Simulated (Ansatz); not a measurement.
## CdS: relaxed-ion elastic tensor

The calculation used DFT PBE, scalar-relativistic, plane waves, PAW in Ansatz 0.2.0. Plane waves to 420 eV; Γ-centred k mesh 12×12×4; fixed occupations. No spin polarisation.

The cell, relaxed at this level:
```
CELL_PARAMETERS angstrom
4.19657 0.00000 0.00000
-2.09828 3.63433 0.00000
0.00000 0.00000 6.82828
ATOMIC_POSITIONS crystal
Cd 0.33333 0.66667 0.00419
Cd 0.66667 0.33333 0.50419
S 0.33333 0.66667 0.38081
S 0.66667 0.33333 0.88081
```

It was relaxed at this level from a cell as deposited in COD.

Question: Give the relaxed-ion elastic constants (GPa, Voigt order xx yy zz yz xz xy, on the Cartesian axes of the cell above).

Answer:
C11 = 77.8, C12 = 44.4, C13 = 37.2, C22 = 77.8, C23 = 37.2, C33 = 85.8, C44 = 15.0, C55 = 15.0, C66 = 16.7 GPa; the others vanish.

Question: Is the crystal stable against homogeneous strain?

Answer: Yes: the least eigenvalue of the tensor is 15.0 GPa.

Question: And the moduli of a polycrystal (Hill averages)?

Answer: B = 53 GPa, G = 17 GPa, E = 47 GPa, ν = 0.35.
